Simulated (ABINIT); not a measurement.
Input of an ABINIT 10.8.3 (patched build) run:

Contents of run.abi:

```
# Datasets: one volume each
ndtset 7
getwfk -1
scalecart1 3*0.9795861087
scalecart2 3*0.9864848297
scalecart3 3*0.9932883884
scalecart4 3*1.0000000000
scalecart5 3*1.0066227096
scalecart6 3*1.0131594038
scalecart7 3*1.0196128224

# Pseudopotentials
pp_dirpath "./"
pseudos "Te.GGA_PBE-JTH.xml, Sn.GGA_PBE-JTH.xml"

# Structure
acell 3.9047 3.9047 3.9047 Angstrom
rprim
     1.0000000000     0.0000000000     0.0000000000
     0.0000000000     1.0000000000     0.0000000000
     0.0000000000     0.0000000000     1.0000000000
ntypat 2
znucl 52 50
natom 2
typat 1 2
xred
     0.5000000000     0.5000000000     0.5000000000
     0.0000000000     0.0000000000     0.0000000000

# Plane-wave basis
ecut 26.0
pawecutdg 48.0
pawxcdev 0

# k points
kptopt 1
ngkpt 7 7 7
nshiftk 1
shiftk 0.0 0.0 0.0

# Exchange and correlation
ixc -116133

# Bands and occupations
nband 14
occopt 3
tsmear 0.00183747

# SCF cycle
nstep 100
tolvrs 1.0e-9

# Output
iomode 3
prtwf 1
prtden 0
prteig 0
prtebands 0
enunit 2
```

Potentials or basis: JTH PAW PBE v2.0.

Launch:

```sh
$ abinit run.abi > log 2>&1
```

Q: What does it give for the bulk modulus?

A: 56 GPa (rough).

Q: Estimate the equilibrium volume.

A: 27.12 Å³/atom (rough: see the caveat).

Energy against volume, from the lowest point:
```
volume (Å³/atom)  energy (meV/atom)
          27.981               0.00
          28.576               7.58
          29.172              18.18
          29.767              31.31
          30.362              46.66
          30.958              63.73
          31.553              82.26
```

Caveat: pressures at fixed basis lie under the slope of the energies; the minimum lies outside the volumes run; the PAW data sets were made with another functional, which shifts forces and pressure a little. The run has no spin-orbit coupling, so splittings on Te are missing.
